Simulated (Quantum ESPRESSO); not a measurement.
Here is a Quantum ESPRESSO 7.5 calculation.

The input pw.in:

```
&CONTROL
  calculation = 'scf'
  prefix = 'pwscf'
  outdir = './tmp'
  pseudo_dir = './pseudo'
  tprnfor = .true.
  tstress = .true.
  disk_io = 'nowf'
/
&SYSTEM
  ibrav = 0
  nat = 8
  ntyp = 4
  ecutwfc = 56
  ecutrho = 448
  nbnd = 63
  occupations = 'smearing'
  smearing = 'gaussian'
  degauss = 0.00367493
  nspin = 2
  starting_magnetization(1) = 0.1765
  starting_magnetization(2) = 0
  starting_magnetization(3) = -0.1765
  starting_magnetization(4) = -0
/
&ELECTRONS
  conv_thr = 3.2d-07
  electron_maxstep = 100
  mixing_beta = 0.7
  mixing_ndim = 20
/
ATOMIC_SPECIES
Co1   58.9332 co_lda_v1.2.uspp.F.UPF
O1    15.9990 o_lda_v1.2.uspp.F.UPF
Co2   58.9332 co_lda_v1.2.uspp.F.UPF
O2    15.9990 o_lda_v1.2.uspp.F.UPF
CELL_PARAMETERS angstrom
   3.1978581400    0.0000000000    0.0000000000
   0.0000000000    3.1978581400    4.6822750500
   0.0000000000   -3.1978581400    4.6822750500
ATOMIC_POSITIONS crystal
Co1    0.0000000000    0.0000000000    0.0000000000
Co1    0.5000000000    0.2500000000    0.7500000000
O1     0.5000000000    0.1335000000    0.1335000000
O1     0.0000000000    0.6165000000    0.1165000000
Co2    0.0000000000    0.5000000000    0.5000000000
Co2    0.5000000000    0.7500000000    0.2500000000
O2     0.5000000000    0.6335000000    0.6335000000
O2     0.0000000000    0.1165000000    0.6165000000
K_POINTS automatic
3 2 2 0 0 0
HUBBARD {ortho-atomic}
U Co1-3d 3.0
U Co2-3d 3.0
```

Potentials or basis: GBRV 1.5 LDA.

Launch:

```bash
$ OMP_NUM_THREADS=1 mpirun -n 2 pw.x -in pw.in > pw.out
```

Problem. What does it give for the largest force?

Solution. 2.486 eV/Å.

Problem. Estimate the absolute moment.

Solution. 9.84 μB per cell.

Eigenvalues of the final occupation matrices:
```
    site  spin  trace               eigenvalues
Co1 1 3d     1   4.84  0.93 0.96 0.98 0.98 0.98
Co1 1 3d     2   2.59  0.24 0.45 0.46 0.66 0.78
Co1 2 3d     1   4.84  0.93 0.96 0.98 0.98 0.98
Co1 2 3d     2   2.59  0.24 0.45 0.46 0.66 0.78
Co2 5 3d     1   2.69  0.23 0.25 0.51 0.80 0.91
Co2 5 3d     2   4.77  0.91 0.95 0.96 0.97 0.98
Co2 6 3d     1   2.69  0.23 0.25 0.51 0.80 0.91
Co2 6 3d     2   4.77  0.91 0.95 0.96 0.97 0.98
```

Caveat: the k mesh is coarse (spacing up to 0.65 Å⁻¹), so the values aren't converged; forces of over 1 eV/Å show positions far from the minimum, so gaps and moduli don't describe the material at rest. The state reached can hang on the start; a lower one may exist.
